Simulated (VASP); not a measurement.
# SnS (Pnma) in VASP: a series of runs, part 2 of 2

VASP 6.6.1. The steps go on from the part before.

## 4. Relaxation of cell and atoms, PBEsol

The input, INCAR:

```
SYSTEM = SnS
ALGO     = Normal         ! electronic algorithm
EDIFF    = 1E-6           ! SCF threshold, eV
EDIFFG   = -0.01          ! ionic threshold
ENCUT    = 600            ! plane-wave cutoff, eV
GGA      = PS             ! functional
IBRION   = 2              ! ionic algorithm
ISIF     = 3              ! what is computed and relaxed
ISMEAR   = 0              ! smearing method
KPAR     = 2            
LASPH    = .True.         ! aspherical terms in the spheres
LCHARG   = .False.        ! write CHGCAR
LREAL    = .False.        ! projectors in reciprocal space
LWAVE    = .False.        ! write WAVECAR
NELM     = 80             ! most SCF steps
NSW      = 90             ! ionic steps
PREC     = Accurate       ! precision mode
SIGMA    = 0.03           ! smearing width, eV
```

The input, KPOINTS:

```
k-points
0
Gamma
  4 8 6
  0 0 0
```

The input, POSCAR:

```
SnS
1.0
   11.2000000000      0.0000000000      0.0000000000
    0.0000000000      3.9870000000      0.0000000000
    0.0000000000      0.0000000000      4.3340000000
Sn S
4 4
Direct
    0.1194000000      0.2500000000      0.1198000000
    0.3806000000      0.7500000000      0.6198000000
    0.6194000000      0.2500000000      0.3802000000
    0.8806000000      0.7500000000      0.8802000000
    0.8508000000      0.2500000000      0.4793000000
    0.6492000000      0.7500000000      0.9793000000
    0.3508000000      0.2500000000      0.0207000000
    0.1492000000      0.7500000000      0.5207000000
```

Potentials or basis: VASP PAW PBE potentials, release 64 (Sn_d, S).

Command:

```bash
$ cat potpaw_PBE.64/Sn_d/POTCAR potpaw_PBE.64/S/POTCAR > POTCAR
$ mpirun -np 2 vasp_std > vasp.out
```

Run time: 27 min. Hardware: 2 MPI ranks of AMD EPYC 9R45 (Zen 5), shared host; peak memory 0.65 GiB.

The run converged. Its results:

```
Free energy                            : -38.3907 eV
Relaxed volume                         : 23.42 Å³/atom
Relaxed cell                           : a = 11.083 Å, b = 3.984 Å, c = 4.242 Å, α = 90.00°, β = 90.00°, γ = 90.00°
Space group after relaxing (to 0.05 Å) : Pnma (No. 62)
Energy gained by relaxing              : 3.3 meV/atom
Ionic steps                            : 17
Pressure after relaxing                : 0.0 GPa
Largest force after relaxing           : 0.009 eV/Å
Band gap on the k mesh                 : 0.77 eV, indirect (least direct gap 1.08 eV)
```

Forces in eV/Å, atoms in the order of the input:
```
Sn  -0.003  0.000 -0.009
Sn   0.003  0.000 -0.009
Sn  -0.003  0.000  0.009
Sn   0.003  0.000  0.009
S    0.001  0.000  0.002
S   -0.001  0.000  0.002
S    0.001  0.000 -0.002
S   -0.001  0.000 -0.002
```

Stress tensor (GPa, compression positive):
```
 0.04  0.00  0.00
 0.00 -0.05  0.00
 0.00  0.00 -0.01
```

Step by step:
```csv
step,energy change (eV),largest force (eV/Å),pressure (GPa),volume (Å³)
1,0.0000,0.0741,-0.79,193.53
2,-0.0097,0.1417,0.13,190.21
3,-0.0097,0.1445,0.17,190.10
4,-0.0166,0.0946,0.11,189.32
5,-0.0225,0.0337,0.02,187.85
6,-0.0226,0.0383,0.03,187.65
7,-0.0247,0.0292,-0.04,187.49
8,-0.0246,0.0292,-0.03,187.48
9,-0.0254,0.0155,0.05,187.24
10,-0.0255,0.0152,0.09,187.09
11,-0.0257,0.0241,-0.09,187.58
12,-0.0258,0.0208,-0.02,187.43
13,-0.0258,0.0204,-0.05,187.45
14,-0.0259,0.0183,-0.02,187.43
15,-0.0260,0.0166,-0.01,187.41
16,-0.0262,0.0091,0.02,187.33
17,-0.0262,0.0094,-0.01,187.35
```

Final structure:
```
CELL_PARAMETERS angstrom
11.08297 0.00000 0.00000
0.00000 3.98446 0.00000
0.00000 0.00000 4.24249
ATOMIC_POSITIONS crystal
Sn 0.11831 0.25000 0.11342
Sn 0.38169 0.75000 0.61342
Sn 0.61831 0.25000 0.38658
Sn 0.88169 0.75000 0.88658
S 0.85349 0.25000 0.47308
S 0.64651 0.75000 0.97308
S 0.35349 0.25000 0.02692
S 0.14651 0.75000 0.52692
```

Levels at points of the mesh, in eV from the valence-band top:
```csv
k point,band 36,band 37,band 38,band 39,band 40,band 41,band 42,band 43,band 44,band 45
"(0.00, 0.00, 0.00)",-2.20,-1.97,-1.25,-0.82,-0.68,0.77,2.96,3.00,3.08,3.42
"(0.50, 0.00, 0.00)",-2.42,-2.22,-2.22,-0.70,-0.70,2.61,2.61,2.78,2.78,4.08
"(0.00, 0.50, 0.00)",-2.06,-1.02,-1.02,-0.78,-0.78,1.10,1.10,1.70,1.70,1.98
"(0.50, 0.50, 0.00)",-2.44,-1.01,-1.01,-1.01,-1.01,1.58,1.58,1.58,1.58,2.45
"(0.00, 0.00, 0.50)",-1.80,-0.94,-0.94,-0.09,-0.09,1.41,1.41,1.88,1.88,1.90
"(0.50, 0.00, 0.50)",-2.16,-0.70,-0.70,0.00,0.00,1.30,1.30,1.83,1.83,1.94
"(0.00, 0.50, 0.50)",-3.49,-2.57,-2.57,-1.56,-1.56,2.75,2.75,3.02,3.02,4.54
"(0.50, 0.50, 0.50)",-4.09,-1.75,-1.75,-1.75,-1.75,2.56,2.56,2.56,2.56,4.68
```

Caveat: the PAW data sets were made with another functional, which shifts forces and pressure a little; spin-orbit coupling is left out, which moves the levels of the heavy elements. A k mesh can miss the band edges.

## 5. Relaxation of cell and atoms, PBEsol

This run uses another cell than the first one, of 23.42 Å³/atom, 0.968 times its volume.

Edit INCAR of step 4 so:

```diff
@@ -2,4 +2,4 @@
 ALGO     = Normal         ! electronic algorithm
-EDIFF    = 1E-6           ! SCF threshold, eV
-EDIFFG   = -0.01          ! ionic threshold
+EDIFF    = 1E-7           ! SCF threshold, eV
+EDIFFG   = -0.005         ! ionic threshold
 ENCUT    = 600            ! plane-wave cutoff, eV
```

KPOINTS is that of step 4.

The input, POSCAR:

```
SnS                                     
1.0
   11.0829686077      0.0000000000      0.0000000000
    0.0000000000      3.9844556501      0.0000000000
    0.0000000000     -0.0000000000      4.2424905013
  Sn              S             
     4     4
Direct
     0.1183073364449069    0.2500000000000000    0.1134200494012284
     0.3816926635550931    0.7500000000000000    0.6134200494012284
     0.6183073364449069    0.2500000000000000    0.3865799505987715
     0.8816926635550931    0.7500000000000000    0.8865799505987716
     0.8534911889285614    0.2500000000000000    0.4730776821203960
     0.6465088110714386    0.7500000000000000    0.9730776821203959
     0.3534911889285616    0.2500000000000000    0.0269223178796039
     0.1465088110714385    0.7500000000000000    0.5269223178796041
```

Command:

```bash
$ cat potpaw_PBE.64/Sn_d/POTCAR potpaw_PBE.64/S/POTCAR > POTCAR
$ mpirun -np 2 vasp_std > vasp.out
```

Wall time 25 min (2 MPI ranks of AMD EPYC 9R45 (Zen 5), shared host); peak memory 0.63 GiB.

The run converged. Its results:

| Item | Value |
| --- | --- |
| Free energy | -38.3905 eV |
| Relaxed volume | 23.40 Å³/atom |
| Relaxed cell | a = 11.102 Å, b = 3.986 Å, c = 4.230 Å, α = 90.00°, β = 90.00°, γ = 90.00° |
| Space group after relaxing (to 0.05 Å) | Pnma (No. 62) |
| Energy gained by relaxing | 0.0 meV/atom |
| Ionic steps | 14 |
| Pressure after relaxing | 0.0 GPa |
| Largest force after relaxing | 0.003 eV/Å |
| Band gap on the k mesh | 0.72 eV, indirect (least direct gap 1.08 eV) |

Forces in eV/Å, atoms in the order of the input:
```
Sn   0.002  0.000 -0.002
Sn  -0.002  0.000 -0.002
Sn   0.002  0.000  0.002
Sn  -0.002  0.000  0.002
S    0.003  0.000  0.002
S   -0.003  0.000  0.002
S    0.003  0.000 -0.002
S   -0.003  0.000 -0.002
```

Step by step:
```
step  energy change (eV)  largest force (eV/Å)  pressure (GPa)  volume (Å³)
   1              0.0000                0.0091           -0.01       187.35
   2              0.0000                0.0093            0.00       187.29
   3              0.0000                0.0102            0.01       187.23
   4              0.0000                0.0100            0.01       187.25
   5             -0.0001                0.0073            0.00       187.25
   6             -0.0001                0.0058           -0.02       187.26
   7             -0.0001                0.0051            0.01       187.18
   8             -0.0001                0.0061            0.03       187.12
   9             -0.0002                0.0060            0.03       187.12
  10             -0.0002                0.0061            0.02       187.13
  11             -0.0003                0.0062            0.01       187.14
  12             -0.0003                0.0071           -0.01       187.18
  13             -0.0003                0.0068            0.00       187.17
  14             -0.0003                0.0031           -0.01       187.17
```

Final structure:
```
Sn S
1.0
    11.10224    0.00000    0.00000
     0.00000    3.98561    0.00000
     0.00000    0.00000    4.22986
Sn S
4 4
Direct
  0.11852 0.25000 0.10999
  0.38148 0.75000 0.60999
  0.61852 0.25000 0.39001
  0.88148 0.75000 0.89001
  0.85325 0.25000 0.47437
  0.64675 0.75000 0.97437
  0.35325 0.25000 0.02563
  0.14675 0.75000 0.52563
```

Levels at points of the mesh, in eV from the valence-band top:
| k point | band 38 | band 39 | band 40 | band 41 | band 42 | band 43 |
| --- | --- | --- | --- | --- | --- | --- |
| (0.00, 0.00, 0.00) | -1.30 | -0.81 | -0.67 | 0.72 | 2.97 | 3.01 |
| (0.50, 0.00, 0.00) | -2.23 | -0.70 | -0.70 | 2.62 | 2.62 | 2.77 |
| (0.00, 0.50, 0.00) | -1.04 | -0.77 | -0.77 | 1.10 | 1.10 | 1.72 |
| (0.50, 0.50, 0.00) | -1.00 | -1.00 | -1.00 | 1.58 | 1.58 | 1.58 |
| (0.00, 0.00, 0.50) | -0.95 | -0.09 | -0.09 | 1.41 | 1.41 | 1.86 |
| (0.50, 0.00, 0.50) | -0.72 | 0.00 | 0.00 | 1.30 | 1.30 | 1.81 |
| (0.00, 0.50, 0.50) | -2.57 | -1.59 | -1.59 | 2.74 | 2.74 | 3.00 |
| (0.50, 0.50, 0.50) | -1.77 | -1.77 | -1.77 | 2.54 | 2.54 | 2.54 |

Caveat: the PAW data sets were made with another functional, which shifts forces and pressure a little; spin-orbit coupling is left out, which moves the levels of the heavy elements. A k mesh can miss the band edges.
